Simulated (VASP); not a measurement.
InSe, 8 atoms in the cell. The structure is hexagonal, space group P6_3/mmc (No. 194). Conventional cell: a = 4.050 Å, b = 4.050 Å, c = 16.930 Å, α = 90.00°, β = 90.00°, γ = 120.00°. In (site symmetry 3m) has 3 Se at 2.52 Å as nearest neighbours. Around Se (site symmetry 3m) lie 3 In at 2.52 Å. 

| Quantity | Value |
| --- | --- |
| Program | VASP 6.6.1 |
| Task | relaxation of cell and atoms |
| Functional | PBE |
| Dispersion | D3(BJ) |
| Potentials or basis | VASP PAW PBE potentials, release 64 (In_d, Se) |
| Cutoff | 400 eV |
| k mesh | 8 × 8 × 2 |
| Occupations | gaussian, width 0.02 eV |
| Spin | no spin polarisation |
| Further INCAR settings | ALGO = Normal; EDIFF = 1e-06; IBRION = 2; EDIFFG = -0.005; NSW = 60; ISIF = 3 |

Potentials or basis: VASP PAW PBE potentials, release 64 (In_d, Se).

Launch:

```console
$ cat potpaw_PBE.64/In_d/POTCAR potpaw_PBE.64/Se/POTCAR > POTCAR
$ mpirun -np 1 vasp_std > vasp.out
```

Hardware: 1 thread of Intel(R) Xeon(R) Platinum 8375C CPU @ 2.90GHz (Ice Lake), on a shared host.

Q: Estimate the wall time of this run.

A: Wall time 30 min on 1 thread of Intel(R) Xeon(R) Platinum 8375C CPU @ 2.90GHz (Ice Lake), with other jobs on the host, peak memory 0.37 GiB. Counts: scf iterations 192, k points 20, ion steps 24.
